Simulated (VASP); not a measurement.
A run of VASP 6.6.1 is set up as follows.

File INCAR:

```
SYSTEM = CaH8
ALGO = Normal ; EDIFF = 1E-6
EDIFFG = -0.02 ; ENCUT = 600
GGA = PS ; IBRION = 2
ISIF = 3 ; ISMEAR = 0
LASPH = .True. ; LCHARG = .False.
LREAL = .False. ; LWAVE = .False.
NELM = 100 ; NSW = 60
PREC = Accurate ; SIGMA = 0.05
```

Contents of KPOINTS:

```
k-points
0
Gamma
  7 7 7
  0 0 0
```

File POSCAR:

```
CaH8
1.0
    0.0000000000      3.5465300000      3.5465300000
    3.5465300000      0.0000000000      3.5465300000
    3.5465300000      3.5465300000      0.0000000000
Ca H
1 8
Direct
    0.5000000000      0.5000000000      0.5000000000
    0.6809000000      0.6809000000      0.6809000000
    0.6809000000      0.6809000000      0.9572800000
    0.6809000000      0.9572800000      0.6809000000
    0.9572800000      0.6809000000      0.6809000000
    0.3191000000      0.3191000000      0.0427200000
    0.3191000000      0.3191000000      0.3191000000
    0.3191000000      0.0427200000      0.3191000000
    0.0427200000      0.3191000000      0.3191000000
```

Potentials or basis: VASP PAW PBE potentials, release 64 (Ca_sv, H).

The run is started by

```bash
$ cat potpaw_PBE.64/Ca_sv/POTCAR potpaw_PBE.64/H/POTCAR > POTCAR
$ mpirun -np 1 vasp_std > vasp.out
```

(1) Estimate the relaxed volume.

(2) Predict the relaxed cell.

Results:

(1) 9.45 Å³/atom.

(2) a = 4.937 Å, b = 4.937 Å, c = 4.937 Å, α = 60.00°, β = 60.00°, γ = 60.00°.

Caveat: the PAW data sets were made with another functional, which shifts forces and pressure a little.
